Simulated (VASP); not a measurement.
# AlN (P6_3mc) in VASP: phonon dispersion with PBE

Aim: the phonon dispersion of AlN with PBE.

Everything below comes from runs of VASP 6.6.1. Logs are shortened: lines on timing, memory, paths and dates and some standing lists are left out, and cuts for length are marked.

**1. The structure**

It takes space group P6_3mc (No. 186, hexagonal). Conventional cell: a = 3.128 Å, b = 3.128 Å, c = 5.015 Å, α = 90.00°, β = 90.00°, γ = 120.00°. Al (site symmetry 3m) has 4 N at 1.90 to 1.91 Å as nearest neighbours. Around N (site symmetry 3m) lie 4 Al at 1.90 to 1.91 Å.

The cell was built by a generator and needn't be a form met in nature.

**2. Phonon dispersion, PBE**

Input file INCAR:

```
SYSTEM = AlN
  ALGO = Normal
  EDIFF = 1E-7
  ENCUT = 520
  GGA = PE
  IBRION = 6
  ISIF = 2
  ISMEAR = 0
  LASPH = .TRUE.
  LCHARG = .FALSE.
  LPHON_DISPERSION = .TRUE.
  LREAL = Auto
  LWAVE = .FALSE.
  NELM = 60
  NFREE = 2
  NSW = 1
  PHON_NWRITE = -3
  POTIM = 0.015
  PREC = Accurate
  SIGMA = 0.05
```

Input file KPOINTS:

```
k-points
0
G
  3 3 2
  0 0 0
```

Input file POSCAR:

```
AlN
1.0
    6.2563200000      0.0000000000      0.0000000000
   -3.1281600000      5.4181320542      0.0000000000
    0.0000000000      0.0000000000     10.0309800000
Al N
16 16
Direct
    0.1666666666      0.3333333334      0.0000000000
    0.1666666666      0.3333333334      0.5000000000
    0.1666666666      0.8333333334      0.0000000000
    0.1666666666      0.8333333334      0.5000000000
    0.6666666667      0.3333333334      0.0000000000
    0.6666666667      0.3333333334      0.5000000000
    0.6666666667      0.8333333334      0.0000000000
    0.6666666667      0.8333333334      0.5000000000
    0.3333333334      0.1666666666      0.2500000000
    0.3333333334      0.1666666666      0.7500000000
    0.3333333334      0.6666666667      0.2500000000
    0.3333333334      0.6666666667      0.7500000000
    0.8333333333      0.1666666666      0.2500000000
    0.8333333333      0.1666666666      0.7500000000
    0.8333333333      0.6666666667      0.2500000000
    0.8333333333      0.6666666667      0.7500000000
    0.1666666666      0.3333333334      0.1907750000
    0.1666666666      0.3333333334      0.6907750000
    0.1666666666      0.8333333334      0.1907750000
    0.1666666666      0.8333333334      0.6907750000
    0.6666666667      0.3333333334      0.1907750000
    0.6666666667      0.3333333334      0.6907750000
    0.6666666667      0.8333333334      0.1907750000
    0.6666666667      0.8333333334      0.6907750000
    0.3333333334      0.1666666666      0.4407750000
    0.3333333334      0.1666666666      0.9407750000
    0.3333333334      0.6666666667      0.4407750000
    0.3333333334      0.6666666667      0.9407750000
    0.8333333333      0.1666666666      0.4407750000
    0.8333333333      0.1666666666      0.9407750000
    0.8333333333      0.6666666667      0.4407750000
    0.8333333333      0.6666666667      0.9407750000
```

Input file QPOINTS:

```
path GMKGALHA,LM,KH
8
line-mode
reciprocal
 0.0000000000  0.0000000000  0.0000000000  G
 0.5000000000  0.0000000000  0.0000000000  M

 0.5000000000  0.0000000000  0.0000000000  M
 0.3333333333  0.3333333333  0.0000000000  K

 0.3333333333  0.3333333333  0.0000000000  K
 0.0000000000  0.0000000000  0.0000000000  G

 0.0000000000  0.0000000000  0.0000000000  G
 0.0000000000  0.0000000000  0.5000000000  A

 0.0000000000  0.0000000000  0.5000000000  A
 0.5000000000  0.0000000000  0.5000000000  L

 0.5000000000  0.0000000000  0.5000000000  L
 0.3333333333  0.3333333333  0.5000000000  H

 0.3333333333  0.3333333333  0.5000000000  H
 0.0000000000  0.0000000000  0.5000000000  A

 0.5000000000  0.0000000000  0.5000000000  L
 0.5000000000  0.0000000000  0.0000000000  M

 0.3333333333  0.3333333333  0.0000000000  K
 0.3333333333  0.3333333333  0.5000000000  H
```

Potentials or basis: VASP PAW PBE potentials, release 64 (Al, N).

Started as:

```sh
cat potpaw_PBE.64/Al/POTCAR potpaw_PBE.64/N/POTCAR > POTCAR
mpirun -np 1 vasp_std > vasp.out
```

OUTCAR:

```text
SYSTEM = AlN
   EDIFF = 1E-7
   ENCUT = 520
   GGA = PE
   IBRION = 6
   ISIF = 2
   ISMEAR = 0
   LASPH = .TRUE.
   LREAL = Auto
   NELM = 60
   NFREE = 2
   NSW = 1
   POTIM = 0.015
   PREC = Accurate

 ion  position               nearest neighbor table
   1  0.167  0.333  0.000-  28 1.90  30 1.90  26 1.90  17 1.91  11 3.09  12 3.09  13 3.09  14 3.09
                             9 3.09  10 3.09   5 3.13   7 3.13   3 3.13   3 3.13   7 3.13   5 3.13
   2  0.167  0.333  0.500-  27 1.90  29 1.90  25 1.90  18 1.91  11 3.09  12 3.09  13 3.09  14 3.09
                             9 3.09  10 3.09   6 3.13   8 3.13   4 3.13   4 3.13   8 3.13   6 3.13
   3  0.167  0.833  0.000-  26 1.90  32 1.90  28 1.90  19 1.91   9 3.09  10 3.09  15 3.09  16 3.09
                            11 3.09  12 3.09   7 3.13   5 3.13   1 3.13   1 3.13   5 3.13   7 3.13
   4  0.167  0.833  0.500-  25 1.90  31 1.90  27 1.90  20 1.91   9 3.09  10 3.09  15 3.09  16 3.09
                            11 3.09  12 3.09   8 3.13   6 3.13   2 3.13   2 3.13   6 3.13   8 3.13
   5  0.667  0.333  0.000-  32 1.90  26 1.90  30 1.90  21 1.91  15 3.09  16 3.09   9 3.09  10 3.09
                            13 3.09  14 3.09   1 3.13   3 3.13   7 3.13   7 3.13   3 3.13   1 3.13
   6  0.667  0.333  0.500-  31 1.90  25 1.90  29 1.90  22 1.91  15 3.09  16 3.09   9 3.09  10 3.09
                            13 3.09  14 3.09   2 3.13   4 3.13   8 3.13   8 3.13   4 3.13   2 3.13
   7  0.667  0.833  0.000-  30 1.90  32 1.90  28 1.90  23 1.91  13 3.09  14 3.09  15 3.09  16 3.09
                            11 3.09  12 3.09   3 3.13   1 3.13   5 3.13   5 3.13   1 3.13   3 3.13
   8  0.667  0.833  0.500-  29 1.90  31 1.90  27 1.90  24 1.91  13 3.09  14 3.09  15 3.09  16 3.09
                            11 3.09  12 3.09   4 3.13   2 3.13   6 3.13   6 3.13   2 3.13   4 3.13
   9  0.333  0.167  0.250-  19 1.90  21 1.90  17 1.90  25 1.91   3 3.09   4 3.09   5 3.09   6 3.09
[... 38 lines left out ...]
 A1 = (   6.2563200000,   0.0000000000,   0.0000000000)
 A2 = (  -3.1281600000,   5.4181320542,   0.0000000000)
 A3 = (   0.0000000000,   0.0000000000,  10.0309800000)

Analysis of symmetry for initial positions (statically):
=====================================================================
 Subroutine PRICEL returns following result:

  LATTYP: Found a hexagonal cell.
 ALAT       =     3.1281600006
 C/A-ratio  =     1.6033355068

  Lattice vectors:

 A1 = (   3.1281600006,   0.0000000000,   0.0000000000)
 A2 = (  -1.5640800000,   2.7090660271,   0.0000000000)
 A3 = (   0.0000000000,   0.0000000000,   5.0154900000)

   8 primitive cells build up your supercell.

 Routine SETGRP: Setting up the symmetry group for a
 hexagonal supercell.

 Subroutine GETGRP returns: Found 12 space group operations
 (whereof  6 operations were pure point group operations)
 out of a pool of 24 trial point group operations.

The static configuration has the point symmetry C_3v.
 The point group associated with its full space group is C_6v.

Analysis of symmetry for dynamics (positions and initial velocities):
=====================================================================
 Subroutine PRICEL returns following result:

  LATTYP: Found a hexagonal cell.
 ALAT       =     3.1281600006
 C/A-ratio  =     1.6033355068

  Lattice vectors:

 A1 = (   3.1281600006,   0.0000000000,   0.0000000000)
 A2 = (  -1.5640800000,   2.7090660271,   0.0000000000)
 A3 = (   0.0000000000,   0.0000000000,   5.0154900000)

   8 primitive cells build up your supercell.

 Routine SETGRP: Setting up the symmetry group for a
 hexagonal supercell.

 Subroutine GETGRP returns: Found 12 space group operations
 (whereof  6 operations were pure point group operations)
[... 104 lines left out ...]
   EFERMI_NEDOS =   21; number of points for ismear=-14 and -15
   IALGO  =     38    algorithm
   IMIX   =      4    mixing-type and parameters
     AMIX     =   0.40;   BMIX     =  1.00
     AMIX_MAG =   1.60;   BMIX_MAG =  1.00
  volume/ion in A,a.u.               =      10.63        71.71
  Fermi-wavevector in a.u.,A,eV,Ry     =   1.182064  2.233776 19.011073  1.397274
  Thomas-Fermi vector in A             =   2.318325
   LORBIT       =      0    0 simple, 1 ext, 2 COOP (PROOUT), +10 PAW based schemes
   GGA     = PE    functional components
   LHFCALC =     F    Hartree Fock is set to
   AEXX    =    0.0000 exact exchange contribution
   IVDW    =     0    specifies the selected vdW correction
   LEPSILON=     F    determine dielectric tensor
   LRPA    =     F    only Hartree local field effects (RPA)
 finite differences with symmetry
 non-spin polarized calculation
 Gauss-broadening in eV      SIGMA  =   0.05
  energy-cutoff  :      520.00
  volume of cell :      340.03
 maximum number of plane-waves:      9170
 NGX is ok and might be reduce to    48
   NGX = 23   NGY = 23   NGZ = 37

--------------------------------------- Ionic step        1  -------------------------------------------

 number of electron     127.9999981 magnetization

 Free energy of the ion-electron system (eV)
  ---------------------------------------------------
  ext. energy  EPLUGINS =         0.00000000
  ---------------------------------------------------
  free energy    TOTEN  =      -238.23580619 eV

  energy without entropy =     -238.23580619  energy(sigma->0) =     -238.23580619

------------------------ aborting loop because EDIFF is reached ----------------------------------------

  FORCE on cell =-STRESS in cart. coord.  units (eV):
  Direction    XX          YY          ZZ          XY          YZ          ZX
  --------------------------------------------------------------------------------------
  -------------------------------------------------------------------------------------
  Total        0.2193170      0.2193170      0.1118374      0.0000000      0.0000000      0.0000000
  in kB        1.0334058      1.0334058      0.5269700      0.0000000      0.0000000      0.0000000
  external PRESSURE =       0.8645939 kB  Pullay stress =       0.0000000 kB
[... 515 lines left out ...]
--------------------------------------- Ionic step        9  -------------------------------------------

 number of electron     127.9999981 magnetization

 Free energy of the ion-electron system (eV)
  ---------------------------------------------------
  ext. energy  EPLUGINS =         0.00000000
  ---------------------------------------------------
  free energy    TOTEN  =      -238.23360403 eV

  energy without entropy =     -238.23360403  energy(sigma->0) =     -238.23360403

 E-fermi :   6.2605     XC(G=0): -10.8346

 val. band max:        5.9792673507   @ k =   0.0000   0.0000   0.0000
 cond. band min:      10.0407615653   @ k =   0.0000   0.0000   0.0000
 fundamental gap:      4.0614942147
 Fermi energy:         6.2604739796

 k-point     1 :       0.0000    0.0000    0.0000
  band No.  band energies     occupation
      1      -9.0962      2.00000
      2      -8.2317      2.00000
      3      -8.2276      2.00000
      4      -7.1774      2.00000
      5      -7.1774      2.00000
      6      -7.1770      2.00000
[... 463 lines left out ...]
     75      13.1685      0.00000
     76      13.1746      0.00000
 [bands above 76 left out]

------------------------ aborting loop because EDIFF is reached ----------------------------------------

  FORCE on cell =-STRESS in cart. coord.  units (eV):
  Direction    XX          YY          ZZ          XY          YZ          ZX
  --------------------------------------------------------------------------------------
  -------------------------------------------------------------------------------------
  Total        0.1435123      0.1435123      0.2888061      0.0000000      0.0000000      0.0000000
  in kB        0.6762196      0.6762196      1.3608337      0.0000000      0.0000000      0.0000000
  external PRESSURE =       0.9044243 kB  Pullay stress =       0.0000000 kB
[... 47 lines left out ...]
  FREE ENERGIE OF THE ION-ELECTRON SYSTEM (eV)
  ---------------------------------------------------
  free  energy   TOTEN  =      -238.2336040327 eV

  energy  without entropy=     -238.2336040327  energy(sigma->0) =     -238.23360403

 INTERNAL STRAIN TENSORS FROM DISPLACED ATOMS
 ============================================

 INTERNAL STRAIN TENSOR FOR ION    1 for displacements in x,y,z  (eV/Angst):
          X           Y           Z          XY          YZ          ZX
  --------------------------------------------------------------------------------
  x     0.00000    -0.00000     0.00000    -8.26493     0.00000    -4.95194
  y    -8.26493     8.26493    -0.00000    -0.00000    -4.95194     0.00000
  z    -5.07478    -5.07478    11.14069    -0.00000     0.00000     0.00000
[... 8 lines left out ...]
 INTERNAL STRAIN TENSOR FOR ION   32 for displacements in x,y,z  (eV/Angst):
          X           Y           Z          XY          YZ          ZX
  --------------------------------------------------------------------------------
  x     0.00000     0.00000     0.00000     9.87997    -0.00000     4.92593
  y     9.87997    -9.87997    -0.00000     0.00000     4.92593     0.00000
  z     5.10072     5.10072   -11.20719     0.00000     0.00000    -0.00000

 Eigenvectors and eigenvalues of the dynamical matrix
   1 f  =   24.133227 THz   151.633537 2PiTHz  804.997801 cm-1    99.806962 meV
   2 f  =   24.133227 THz   151.633537 2PiTHz  804.997801 cm-1    99.806962 meV
   3 f  =   21.923099 THz   137.746896 2PiTHz  731.275881 cm-1    90.666613 meV
   4 f  =   21.923099 THz   137.746896 2PiTHz  731.275881 cm-1    90.666613 meV
   5 f  =   21.923099 THz   137.746896 2PiTHz  731.275881 cm-1    90.666613 meV
   6 f  =   21.326605 THz   133.999011 2PiTHz  711.378968 cm-1    88.199711 meV
[... 18 lines left out ...]
  25 f  =   19.625446 THz   123.310316 2PiTHz  654.634424 cm-1    81.164288 meV
  26 f  =   19.625446 THz   123.310316 2PiTHz  654.634424 cm-1    81.164288 meV

 ELASTIC MODULI CONTR FROM IONIC RELAXATION (kBar)
 Direction    XX          YY          ZZ          XY          YZ          ZX
 --------------------------------------------------------------------------------
 XX        -640.7419    317.2843    355.1957      0.0000     -0.0000     -0.0000
 YY         317.2843   -640.7419    355.1957      0.0000      0.0000      0.0000
 ZZ         355.1957    355.1957   -780.0962     -0.0000     -0.0000     -0.0000
 XY           0.0000      0.0000     -0.0000   -479.0131     -0.0000      0.0000
 YZ          -0.0000      0.0000     -0.0000     -0.0000   -127.6661     -0.0000
 ZX          -0.0000      0.0000     -0.0000      0.0000     -0.0000   -127.6660
 --------------------------------------------------------------------------------
[... 569 lines left out ...]
 q-point No.           q_x           q_y           q_z  q-path length
          72      0.333333      0.333333      0.500000       1.307558
  frequencies
   [THz]           6.801737      6.801737     12.937196     12.937196     16.179586     16.179586     18.452153     18.452153     20.361300     20.361300     20.652712     20.652712
   [2Pi THz]      42.736572     42.736572     81.286798     81.286798    101.659338    101.659338    115.938295    115.938295    127.933821    127.933821    129.764817    129.764817
   [cm-1]        226.881513    226.881513    431.538399    431.538399    539.692903    539.692903    615.497564    615.497564    679.179862    679.179862    688.900324    688.900324
   [meV]          28.129710     28.129710     53.503918     53.503918     66.913362     66.913362     76.311938     76.311938     84.207533     84.207533     85.412716     85.412716
```

It took 30 min on 1 thread of Intel Xeon Platinum 8488C (Sapphire Rapids), shared host; peak memory 0.65 GiB.

What came out:

```
Highest phonon frequency, LO-TO splitting left out : 815 cm⁻¹
```

Phonon frequencies in cm⁻¹ (negative: imaginary):
| q point | frequencies |
| --- | --- |
| (0.000, 0.000, 0.000) | 0 0 0 239 239 537 597 640 640 652 652 708 |
| (0.429, 0.000, 0.000) | 220 285 334 407 467 519 616 640 656 658 706 732 |
| (0.405, 0.190, 0.000) | 303 317 371 413 474 492 619 643 664 671 705 716 |
| (0.238, 0.238, 0.000) | 278 289 395 404 425 499 614 643 664 675 693 714 |
| (0.000, 0.000, 0.000) | 0 0 0 239 239 537 597 640 640 652 652 708 |
| (0.000, 0.000, 0.429) | 156 156 193 193 309 373 643 643 646 646 783 815 |
| (0.286, 0.000, 0.500) | 254 254 256 256 470 470 647 647 674 674 732 732 |
| (0.452, 0.095, 0.500) | 252 252 328 328 555 555 645 645 657 657 708 708 |
| (0.333, 0.333, 0.500) | 227 227 432 432 540 540 615 615 679 679 689 689 |
| (0.048, 0.048, 0.500) | 186 186 197 197 351 351 645 645 650 650 797 797 |
| (0.500, 0.000, 0.214) | 244 280 331 344 520 539 628 642 654 660 710 725 |
| (0.333, 0.333, 0.143) | 317 317 368 459 485 485 624 624 680 680 698 700 |

Phonon frequencies at the corners of the path (cm⁻¹, interpolated; i marks imaginary ones):
```csv
point,frequencies
Γ,0 0 0 239 239 537 597 640 640 652 652 708
M,226 301 338 395 493 509 620 640 656 658 712 732
K,345 345 359 460 463 463 627 627 679 679 700 703
A,176 176 176 176 343 343 645 645 645 645 805 805
L,269 269 295 295 557 557 648 648 655 655 710 710
H,227 227 432 432 540 540 615 615 679 679 689 689
```

Caveat: the k mesh is coarse (spacing up to 0.39 Å⁻¹), so the values aren't converged; the long-range dipole term is left out, so LO-TO splitting is missing.
